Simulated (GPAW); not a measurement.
# InSe (R3m) in GPAW: notebook

One crystal, InSe, is run at these levels: TB-mBJ, PBE; tasks: single point, dielectric tensor.

Program: GPAW 26.7.0. These are calculated values, not measurements. Logs are shortened: lines on timing, memory, paths and dates and some standing lists are left out, and cuts for length are marked. The log counts tension as positive stress, the text compression.

**What was measured.**

“The Interaction of Hydrogen with the van der Waals Crystal γ-InSe”, 2020, pmc:7321205 reports, for a bulk crystal of InSe at 300 K: band gap 1.25 eV.

The results are compared with them further down.

## 1. Starting point

It takes space group R3m (No. 160, trigonal). Conventional cell: a = 4.000 Å, b = 4.000 Å, c = 25.320 Å, α = 90.00°, β = 90.00°, γ = 120.00°. In (site symmetry 3m) is surrounded by 3 Se at 2.63 Å and 1 In at 2.82 Å. In (site symmetry 3m) is surrounded by 3 Se at 2.64 Å and 1 In at 2.82 Å. Around Se (site symmetry 3m) lie 3 In at 2.63 Å. Around Se (site symmetry 3m) lie 3 In at 2.64 Å.

## 2. Single point, TB-mBJ

The input, run.py:

```python
from ase import Atoms
from ase.dft.bandgap import bandgap
from ase.io import write
from ase.parallel import parprint
from gpaw import GPAW, PW

atoms = Atoms(['In', 'In', 'Se', 'Se'],
              cell=[[2.0, 1.1547005384, 8.44],
                    [-2.0, 1.1547005384, 8.44],
                    [0.0, -2.3094010768, 8.44]],
              scaled_positions=[[0.8886, 0.8886, 0.8886],
                                [0.0, 0.0, 0.0],
                                [0.1719, 0.1719, 0.1719],
                                [0.3835, 0.3835, 0.3835]],
              pbc=True)

calc = GPAW(mode=PW(600),
            xc='TB09',
            kpts={'size': (6, 6, 6), 'gamma': True},
            occupations={'name': 'fermi-dirac', 'width': 0.05},
            nbands=32,
            convergence={'density': 1e-05, 'energy': 1e-05},
            eigensolver='cg',
            maxiter=150,
            txt='gpaw.txt')
atoms.calc = calc
energy = atoms.get_potential_energy()
calc.write('gs.gpw')
write('result.traj', atoms)
parprint('Fermi level:', round(calc.get_fermi_level(), 4), 'eV')
parprint(f'Gap: {bandgap(calc)[0]:.4f} eV, direct: {bandgap(calc, direct=True)[0]:.4f} eV')
```

Potentials or basis: GPAW PAW data sets for LDA (gpaw-data 1.2.1), pw.

Run with:

```bash
$ OMP_NUM_THREADS=1 mpirun -n 4 gpaw python run.py
```

gpaw.txt:

```text
___ ___ ___ _ _ _
 |   |   |_  | | | |
 | | | | | . | | | |
 |__ |  _|___|_____|  26.7.0
 |___|_|

Input parameters:
  convergence: {density: 1e-05,
                energy: 1e-05}
  eigensolver: cg
  kpts: {gamma: True,
         size: (6, 6, 6)}
  maxiter: 150
  mode: {ecut: 600.0,
         name: pw}
  nbands: 32
  occupations: {name: fermi-dirac,
                width: 0.05}
  xc: TB09

System changes: positions, numbers, cell, pbc, initial_charges, initial_magmoms

Initialize ...

species:
  In:
    name:    Indium
    Z:       49.0
    valence: 13
    core:    36
    charge:  0.0  # [|e|]
    compensation charges:
      type: gauss
      rc: 0.36  # [Å]
      lmax: 2
    cutoffs:
      filter: 2.09  # [Å]
      core: 2.48  # [Å]
    projectors
    | kind |    occ | energy [eV] | rcut [Å] |
    |------|--------|-------------|----------|
    |   5s |  2.000 |      -8.474 |    1.185 |
    |   5p |  1.000 |      -2.700 |    1.244 |
    |   4d | 10.000 |     -18.723 |    1.148 |
    |    s |        |      18.738 |    1.185 |
    |    p |        |      24.512 |    1.244 |
    |    d |        |       8.489 |    1.148 |

    Using partial waves for In as LCAO basis

  Se:
    name:    Selenium
    Z:       34.0
    valence: 6
    core:    28
    charge:  0.0  # [|e|]
    compensation charges:
      type: gauss
      rc: 0.27  # [Å]
      lmax: 2
    cutoffs:
      filter: 1.77  # [Å]
      core: 2.67  # [Å]
    projectors
    | kind |    occ | energy [eV] | rcut [Å] |
    |------|--------|-------------|----------|
    |   4s |  2.000 |     -17.472 |    0.847 |
    |   4p |  4.000 |      -6.656 |    1.005 |
    |    s |        |       9.739 |    0.847 |
    |    p |        |      20.555 |    1.005 |
    |    d |        |       0.000 |    0.847 |

    Using partial waves for Se as LCAO basis

Reference energy: -451702.928124  # eV

Spin-paired calculation

Convergence criteria:
 Maximum [total energy] change in last 3 cyles: 1e-05 eV / valence electron
 Maximum integral of absolute [dens]ity change: 1e-05 electrons / valence electron
 Maximum integral of absolute [eigenst]ate change: 4e-08 eV^2 / valence electron
 Maximum number of scf [iter]ations: 150
 (Square brackets indicate name in SCF output, whereas a 'c' in
 the SCF output indicates the quantity has converged.)

Symmetries present (total): 6

  ( 1  0  0)  ( 1  0  0)  ( 0  1  0)  ( 0  1  0)  ( 0  0  1)  ( 0  0  1)
  ( 0  1  0)  ( 0  0  1)  ( 1  0  0)  ( 0  0  1)  ( 1  0  0)  ( 0  1  0)
  ( 0  0  1)  ( 0  1  0)  ( 0  0  1)  ( 1  0  0)  ( 0  1  0)  ( 1  0  0)

216 k-points: 6 x 6 x 6 Monkhorst-Pack grid + [1/12,1/12,1/12]
32 k-points in the irreducible part of the Brillouin zone
       k-points in crystal coordinates                weights
   0:     0.00000000    0.00000000    0.00000000          1/216
   1:     0.16666667    0.00000000   -0.16666667          6/216
   2:     0.16666667    0.00000000    0.00000000          6/216
   3:     0.16666667    0.16666667   -0.16666667          6/216
   4:     0.16666667    0.16666667    0.00000000          6/216
   5:     0.16666667    0.16666667    0.16666667          2/216
   6:     0.33333333   -0.16666667   -0.16666667          6/216
   7:     0.33333333    0.00000000   -0.33333333          6/216
   8:     0.33333333    0.00000000   -0.16666667         12/216
   9:     0.33333333    0.00000000    0.00000000          6/216
          ...
  31:     0.50000000    0.50000000    0.50000000          1/216

Wave functions: Plane wave expansion
  Cutoff energy: 600.000 eV
  Number of coefficients (min, max): 3844, 3926
  Pulay-stress correction: 0.000000 eV/Ang^3 (de/decut=0.000000)
  Using FFTW library
  ScaLapack parameters: grid=1x1, blocksize=None
  Wavefunction extrapolation:
    Improved wavefunction reuse through dual PAW basis

Occupation numbers: Fermi-Dirac:
  width: 0.0500  # eV

Eigensolver
   CG(niter=4, rtol=3.0e-01)

Densities:
  Coarse grid: 50*50*50 grid
  Fine grid: 100*100*100 grid
  Total Charge: 0.000000

Density mixing:
  Method: separate
  Backend: msr1
  Linear mixing parameter: 0.05
  old densities: 10
  Width of damping distribution: 1.1
  Damping of long wavelength oscillations: 20

Hamiltonian:
  XC and Coulomb potentials evaluated on a 100*100*100 grid
  Using the TB09 Exchange-Correlation functional
  External potential:
    NoExternalPotential

XC parameters: TB09 with 2 nearest neighbor stencil

Parallelization over k-points: 4

Number of atoms: 4
Number of atomic orbitals: 26
Number of bands in calculation: 32
Number of valence electrons: 38
Bands to converge: occupied

... initialized

Initializing position-dependent things.

Density initialized from atomic densities
Creating initial wave functions:
  26 bands from LCAO basis set
  6 bands from random numbers

       In

       Se

       Se

       In

Atomic positions and initial magnetic moments

Positions:
   0 In     0.000000   -0.000000   22.499352    ( 0.0000,  0.0000,  0.0000)
   1 In     0.000000    0.000000    0.000000    ( 0.0000,  0.0000,  0.0000)
   2 Se     0.000000   -0.000000    4.352508    ( 0.0000,  0.0000,  0.0000)
   3 Se     0.000000   -0.000000    9.710220    ( 0.0000,  0.0000,  0.0000)

Unit cell:
           periodic     x           y           z      points  spacing
  1. axis:    yes    2.000000    1.154701    8.440000    50     0.0686
  2. axis:    yes   -2.000000    1.154701    8.440000    50     0.0686
  3. axis:    yes    0.000000   -2.309401    8.440000    50     0.0686

  Lengths:   8.750253   8.750253   8.750253
  Angles:   26.425182  26.425182  26.425182

Effective grid spacing dv^(1/3) = 0.0978

iter:   1 12988.187783
iter:   2 12988.288680   +1.80  -0.92
iter:   3 12992.081592   +0.88  -0.89
iter:   4 12991.235122   -0.02  -1.24
iter:   5 12993.451213   -0.59  -1.12
iter:   6 12995.376813   -1.11  -1.24
iter:   7 12998.061914   -1.41  -1.30
iter:   8 13001.539423   -1.33  -1.44
iter:   9 13005.782373   -1.31  -1.63
iter:  10 13004.226986   -1.92  -1.94
iter:  11 13003.946097   -2.30  -2.15
[... 6 lines left out ...]
iter:  18 13004.131892   -4.56  -2.76
iter:  19 13004.155124   -4.35  -3.03
iter:  20 13004.223135   -4.33  -3.30
iter:  21 13004.179374   -4.39  -3.60
iter:  22 13004.196254   -5.22  -3.72
iter:  23 13004.200385   -5.84  -4.23
iter:  24 13004.202618   -6.08  -4.31
iter:  25 13004.194398   -5.86  -4.14
iter:  26 13004.199215   -5.97  -4.18
iter:  27 13004.198088   -6.42  -4.33
iter:  28 13004.197160   -7.07  -5.04c
iter:  29 13004.197129   -7.74c -5.20c
iter:  30 13004.197028c  -8.68c -5.81c

Converged after 30 iterations.

Dipole moment: (-0.000000, -0.000000, 6.712230) |e|*Ang

Energy contributions relative to reference atoms: (reference = -451702.928124)

Kinetic:        +75.922007
Potential:      -66.774684
External:        +0.000000
XC:            +12995.918550
Entropy (-ST):   -0.000000
Local:           -0.868845
SIC:             +0.000000
--------------------------
Free energy:   +13004.197028
Extrapolated:  +13004.197028

Showing only first 2 kpts
 Kpt  Band  Eigenvalues  Occupancy
  0    17      3.57845    2.00000
  0    18      3.57845    2.00000
  0    19      7.10310    0.00000
  0    20      7.71127    0.00000

  1    17      3.02806    2.00000
  1    18      3.96426    2.00000
  1    19      7.58339    0.00000
  1    20      7.85877    0.00000

Fermi level: 5.49568

Gap: 1.237 eV
Transition (v -> c):
  (s=0, k=31, n=18, [0.50, 0.50, 0.50]) -> (s=0, k=31, n=19, [0.50, 0.50, 0.50])
No difference between direct/indirect transitions
Writing to gs.gpw (mode='')
```

Wall time 3.1 min (4 MPI ranks of Arm Neoverse V2, shared host); peak memory 0.53 GiB.

Results:

```yaml
Band_gap_on_the_k_mesh: 1.24 eV, direct
```

Levels at points of the mesh, in eV from the valence-band top:
```
           k point  band 16  band 17  band 18  band 19  band 20  band 21  band 22  band 23
(0.00, 0.00, 0.00)    -1.39    -1.32    -1.30    -1.30     2.23     2.84     4.79     4.79
(0.50, 0.00, 0.00)    -2.36    -2.28    -2.26    -1.55     1.71     2.48     4.15     4.40
(0.50, 0.50, 0.00)    -2.58    -2.50    -2.10    -1.39     1.79     2.40     3.84     4.05
(0.50, 0.50, 0.50)    -1.45    -1.23    -1.23     0.00     1.24     2.84     4.71     4.71
```

Caveat: a model potential gives levels but no total energy; the PAW data sets were made with another functional, which shifts forces and pressure a little; spin-orbit coupling is left out, which moves the levels of the heavy elements.

## 3. Dielectric tensor, PBE

This run uses another cell than the first one, of 27.48 Å³/atom, 0.940 times its volume.

The input, run.py:

```python
import numpy as np
from ase.dft.bandgap import bandgap
from ase.io import read, write
from gpaw import GPAW, PW
from gpaw.response.df import DielectricFunction

atoms = read('InSe.xyz')

calc = GPAW(mode=PW(450),
            xc='PBE',
            kpts={'size': (6, 6, 6), 'gamma': True},
            occupations={'name': 'fermi-dirac', 'width': 0.001},
            nbands=32,
            convergence={'density': 1e-06},
            maxiter=150,
            txt='gpaw.txt')
atoms.calc = calc
energy = atoms.get_potential_energy()
calc.write('gs.gpw')
write('result.traj', atoms)
print(f'Energy: {energy:.6f} eV')
print('Fermi level:', round(calc.get_fermi_level(), 4), 'eV')
print(f'Gap: {bandgap(calc)[0]:.4f} eV, direct: {bandgap(calc, direct=True)[0]:.4f} eV')

for size in [(8, 8, 8)]:
    name = 'x'.join(str(n) for n in size)
    dense = calc.fixed_density(kpts={'size': size, 'gamma': True},
                               nbands=65, convergence={'bands': 59, 'eigenstates': 1e-7},
                               update_fermi_level=True, txt=f'dense-{name}.txt')
    dense.write(f'{name}.gpw', mode='all')
    df = DielectricFunction(f'{name}.gpw', frequencies=np.array([0.0]), hilbert=False, eta=0.001,
                            ecut=80, nbands=59, intraband=False, txt=f'df-{name}.txt')
    for xc in ['RPA']:
        for direction in ['x', 'y', 'z', [0, 1, 1], [1, 0, 1], [1, 1, 0]]:
            e0, e = df.get_macroscopic_dielectric_constant(xc=xc, direction=direction)
            print(f'{name} {xc} {direction}: {e0:.4f} without, {e:.4f} with local fields')
```

The input, InSe.xyz:

```xyz
4
Lattice="1.9591722174 1.1311286071 8.2677067576 -1.9591722174 1.1311286071 8.2677067576 0.0000000000 -2.2622572143 8.2677067576" Properties=species:S:1:pos:R:3 pbc="T T T"
In     0.0000000000     -0.0000000001     22.0400526744
In     0.0000000000      0.0000000000      0.0000000000
Se     0.0000000000      0.0000000000      4.2636563749
Se     0.0000000000      0.0000000000      9.5119966246
```

Potentials or basis: GPAW PAW data sets (gpaw-data 1.2.1), pw.

Run with:

```bash
$ OMP_NUM_THREADS=1 python run.py
```

gpaw.txt:

```text
__  _  _
 | _ |_)|_||  |
 |__||  | ||/\| - 26.7.0

Input parameters:
  mode=PW(ecut=450.00000000000006),
  convergence={'density': 1e-06},
  kpts=MonkhorstPack(size=(6, 6, 6), gamma=True),
  maxiter=150,
  nbands=32,
  occupations=Occupations(name='fermi-dirac', width=0.001),
  xc=XC(name='PBE')

Diagonalizing LCAO Hamiltonian
Converting LCAO to pw mode

       In

       Se

       Se

       In

Atoms  # Å, Bohr magnetons
|   | symbol |        x |         y |         z |    initial magnetic moments |
|---|--------|----------|-----------|-----------|-----------------------------|
| 0 |     In | 0.000000 | -0.000000 | 22.040053 | ( 0.0000,  0.0000,  0.0000) |
| 1 |     In | 0.000000 |  0.000000 |  0.000000 | ( 0.0000,  0.0000,  0.0000) |
| 2 |     Se | 0.000000 |  0.000000 |  4.263656 | ( 0.0000,  0.0000,  0.0000) |
| 3 |     Se | 0.000000 |  0.000000 |  9.511997 | ( 0.0000,  0.0000,  0.0000) |

Unit cell  # Å
| periodic |         x |         y |        z |  lengths |    angles |
|----------|-----------|-----------|----------|----------|-----------|
|      yes |  1.959172 |  1.131129 | 8.267707 | 8.571627 | 26.425182 |
|      yes | -1.959172 |  1.131129 | 8.267707 | 8.571627 | 26.425182 |
|      yes |  0.000000 | -2.262257 | 8.267707 | 8.571627 | 26.425182 |

Number of symmetries: 6
Symmetry operations  # r_c * U_cc + t_c -> r_c
|   | kind |            matrix            |
|---|------|------------------------------|
| 0 |  E   |  1, 0, 0,  0, 1, 0,  0, 0, 1 |
| 1 |  σ   |  1, 0, 0,  0, 0, 1,  0, 1, 0 |
| 2 |  σ   |  0, 1, 0,  1, 0, 0,  0, 0, 1 |
| 3 |  C3  |  0, 1, 0,  0, 0, 1,  1, 0, 0 |
| 4 |  C3  |  0, 0, 1,  1, 0, 0,  0, 1, 0 |
| 5 |  σ   |  0, 0, 1,  0, 1, 0,  1, 0, 0 |

BZ-sampling:
  Number of BZ points: 216
  Number of IBZ points: 32

  Monkhorst-Pack size: [6, 6, 6]
  Monkhorst-Pack shift: [0.08333333333333333, 0.08333333333333333, 0.08333333333333333]

K-points  # in reciprocal-cell coordinates
|     |                                coordinates |     weight |
|-----|--------------------------------------------|------------|
|   0 | (  0.00000000,   0.00000000,   0.00000000) | 0.00462963 |
|   1 | (  0.16666667,   0.00000000,  -0.16666667) | 0.02777778 |
|   2 | (  0.16666667,   0.00000000,   0.00000000) | 0.02777778 |
|   3 | (  0.16666667,   0.16666667,  -0.16666667) | 0.02777778 |
|   4 | (  0.16666667,   0.16666667,   0.00000000) | 0.02777778 |
|   5 | (  0.16666667,   0.16666667,   0.16666667) | 0.00925926 |
|   6 | (  0.33333333,  -0.16666667,  -0.16666667) | 0.02777778 |
|   7 | (  0.33333333,   0.00000000,  -0.33333333) | 0.02777778 |
|   8 | (  0.33333333,   0.00000000,  -0.16666667) | 0.05555556 |
|   9 | (  0.33333333,   0.00000000,   0.00000000) | 0.02777778 |
| ... |                                            |            |
|  31 | (  0.50000000,   0.50000000,   0.50000000) | 0.00462963 |

Plane wave coefficients: 2400
Cutoff: 450.00000000000006 eV

Spin-components: 1 (collinear spins)
Bands:           32
Projectors:      22
Spin-degeneracy: 2
Datatype:        complex128

Parallelization:
  kpt:    1
  domain: 1
  band:   1

Density:
  Valence electrons: 38.0
  Components: 1
  Grid points: [42 42 42]
  Charge: 0.0  # |e|

Potential:
  Grid points: [42 42 42]

species:
  In:
    name:    Indium
    Z:       49.0
    valence: 13
    core:    36
    charge:  0.0  # [|e|]
    compensation charges:
      type: gauss
      rc: 0.36  # [Å]
      lmax: 2
    cutoffs:
      filter: 2.09  # [Å]
      core: 2.48  # [Å]
    projectors
    | kind |    occ | energy [eV] | rcut [Å] |
    |------|--------|-------------|----------|
    |   5s |  2.000 |      -8.203 |    1.185 |
    |   5p |  1.000 |      -2.521 |    1.244 |
    |   4d | 10.000 |     -18.629 |    1.148 |
    |    s |        |      19.008 |    1.185 |
    |    p |        |      24.691 |    1.244 |
    |    d |        |       8.583 |    1.148 |

    Using partial waves for In as LCAO basis

  Se:
    name:    Selenium
    Z:       34.0
    valence: 6
    core:    28
    charge:  0.0  # [|e|]
    compensation charges:
      type: gauss
      rc: 0.27  # [Å]
      lmax: 2
    cutoffs:
      filter: 1.77  # [Å]
      core: 2.67  # [Å]
    projectors
    | kind |    occ | energy [eV] | rcut [Å] |
    |------|--------|-------------|----------|
    |   4s |  2.000 |     -17.277 |    0.847 |
    |   4p |  4.000 |      -6.512 |    1.005 |
    |    s |        |       9.935 |    0.847 |
    |    p |        |      20.699 |    1.005 |
    |    d |        |       0.000 |    0.847 |

    Using partial waves for Se as LCAO basis

Reference energy: -452157.903581  # eV

eigensolver:
  PPCG
  Converge bands: occupied
  niter=2

density mixing:
  MSR1-Mixer
  Pratt-step length: 0.05
  Maximum mixing coefficient: 0.75
  Old densities: 10
  SVD Regularization: 0.005
  Good broyden scale: 1.0
  Trust region scale: 1.0
  Backstep threshold: 4.0
  History deletion threshold: 6.0
  Fourier metric: weight=20.0, sigma=0.015

occupation numbers:
  Fermi-Dirac:
    width: 0.0010  # eV

poisson solver:
  ecut: 3600.0000000000005  # eV

xc functional:
  name: PBE with 2 nearest neighbor stencil

convergence criteria:
- Maximum integral of absolute [dens]ity change: 1e-06 electrons / valence electron
- Maximum [total energy] change in last 3 cyles: 0.0005 eV / valence electron
- Maximum integral of absolute [eigenst]ate change: 4e-08 eV^2 / valence electron
maximum number of iterations: 150

SCF iterations
|iter     | |      energy | eigst |  dens |
|---------|-|-------------|-------|-------|
|iter:   1| |  -14.626157 | -0.42 |       |
|iter:   2| |  -14.546706 | -2.25 | -1.24 |
|iter:   3| |  -14.319040 | -1.95 | -1.28 |
|iter:   4| |  -14.287106 | -2.84 | -1.68 |
|iter:   5| |  -14.284650 | -3.62 | -2.17 |
|iter:   6| |  -14.284216c| -4.37 | -2.50 |
|iter:   7| |  -14.284246c| -5.48 | -3.26 |
|iter:   8| |  -14.284249c| -6.81 | -3.83 |
|iter:   9| |  -14.284249c| -8.05c| -4.62 |
|iter:  10| |  -14.284249c| -8.44c| -5.15 |
|iter:  11| |  -14.284249c| -8.76c| -5.47 |
|iter:  12| |  -14.284249c| -9.24c| -6.06c|

Converged in 12 steps
Energy contributions relative to reference atoms: (reference = -452157.903581)

Energy contributions:
  Kinetic:          56.892989
  Coulomb:         -51.957351
  Zero:              0.325494
  External:          0.000000
  Xc:              -19.545381
  Entropy:          -0.000000
  Spinorbit:         0.000000
  ----------------------------
  Free energy:     -14.284249
  Extrapolated:    -14.284249

dipole moment: (0.000000, 0.000000, -67.044331)  # |e|*Ang

Fermi level: 5.567
Eigenvalues  # (at kpt = [0.000, 0.000, 0.000])
| band index |      eig [eV] | occ [0-2] |
|------------|---------------|-----------|
|          0 |        -9.484 |     2.000 |
|        ... |               |           |
|         11 |        -8.038 |     2.000 |
|         12 |        -1.212 |     2.000 |
|         13 |         1.919 |     2.000 |
|         14 |         3.722 |     2.000 |
|         15 |         3.994 |     2.000 |
|         16 |         3.994 |     2.000 |
[... 8 lines left out ...]
|         25 |        10.937 |     0.000 |
|         26 |        13.179 |     0.000 |
|        ... |               |           |
|         31 |        15.344 |     0.000 |

Gap: 0.611 eV
Transition (v -> c):
  (s=0, k=31, n=18, [0.50, 0.50, 0.50]) -> (s=0, k=31, n=19, [0.50, 0.50, 0.50])
No difference between direct/indirect transitions
# Writing to gs.gpw (mode='')
```

It took 11 min on 1 thread of AMD EPYC 7B13 (Zen 3), shared host; peak memory 0.77 GiB.

What came out:

```yaml
Free_energy: -14.2842 eV
Band_gap_on_the_k_mesh: 0.61 eV, direct
Electronic_dielectric_tensor_diagonal: 7.53, 7.53, 8.75
```

Electronic dielectric tensor:
```
7.53 0.00 0.00
0.00 7.53 0.00
0.00 0.00 8.75
```

Caveat: the gap is small at this level, which inflates the dielectric constant; the long-wavelength limit can be off by a per cent or two; spin-orbit coupling is left out, which moves the levels of the heavy elements; the program warned that so skewed a cell can give wrong results.

(Part 1 of 3 ends here.)
